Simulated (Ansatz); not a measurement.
# BeSe (F-43m): volume and gaps against pressure

```yaml
crystal:
  lattice:
    - [2.54073, 2.54073, 0.00000]
    - [-2.54073, 2.54073, 0.00000]
    - [0.00000, 2.54073, 2.54073]
  atoms:
    - { symbol: Be, position: [0.00000, 0.00000, 0.00000] }
    - { symbol: Se, position: [0.75000, 0.25000, 0.50000] }
```

This is the zero-pressure cell under LDA. Cell and atoms are relaxed by PAW (default files of Ansatz 0.2.0, cutoff 420 eV, stress met within about 0.05 GPa) at each pressure, in this structure whether or not another phase would take over; P is the pressure reached, less that of this cell. Levels come from LDA, all-electron LAPW in Ansatz 0.2.0, scalar-relativistic; k mesh 8×8×8, fixed occupations, basis error target 0.5 meV/atom. Conduction levels are in eV over the valence top (at Γ), at fixed fractional wave vectors. Zone-centre phonons come from finite displacements by PAW, without the LO-TO term.

```tsv
P (GPa)	V/V₀	X	L	T2 TO (cm⁻¹)
-1.98	1.0251	2.454	4.297	504.3
0.00	1.0000	2.401	4.388	522.0
2.01	0.9774	2.350	4.472	538.6
4.04	?	?	?	?
6.99	0.9302	2.232	4.657	575.5
9.99	0.9064	2.166	4.756	595.4
14.99	0.8720	2.062	4.905	625.6
```

Q: Fit the third-order Birch-Murnaghan equation to the rows shown.

A: With f = [(V₀/V)^(2/3) − 1]/2, the normalised pressure F = P/[3f(1 + 2f)^(5/2)] is 83.9 GPa at f = -0.0082, 84.0 GPa at f = 0.0077, 83.6 GPa at f = 0.0247, 83.5 GPa at f = 0.0339, 83.2 GPa at f = 0.0478. The line F = B₀[1 + (3/2)(B′ − 4)f] gives B₀ = 83.9 GPa and B′ = 3.9.

Q: What are the volume deformation potentials and pressure coefficients of these levels at zero pressure?

A: 

| level | dE/dlnV (eV) | dE/dP = −(dE/dlnV)/B₀ (meV/GPa) | mean slope up to 2.0 GPa (meV/GPa) |
| --- | --- | --- | --- |
| X | 2.19 | -26.1 | -25.4 |
| L | -3.68 | 43.8 | 42.0 |

dE/dlnV is the slope of a cubic fit in ln V at V₀. The last column is read from two rows and shows how the slope bends with pressure. A level that another band crosses inside the range is left out of the tables.

Q: What mode Grüneisen parameters follow?

A: γ = −d ln ω/d ln V at V₀ from a quadratic fit in ln V: T2 1.38.

Q: Fill the row at 4.04 GPa.

A: The fits give V/V₀ = 0.9568 and X = 2.301 eV. Computed: V/V₀ = 0.9569, X = 2.301, L = 4.551, T2 TO (cm⁻¹) = 554.3.

Limits of these numbers: no other phase was computed; many crystals of this kind change structure within this range, and rows or crossings beyond such a change describe a metastable lattice; no spin-orbit coupling on heavy atoms; the frozen-core PAW files of the relaxations were fitted under PBE, their cores solved anew for this functional; semilocal gaps are low, and the spacing of valleys can be off by tenths of an eV; levels are read at fixed fractional k, so an edge that moves off these points is missed.
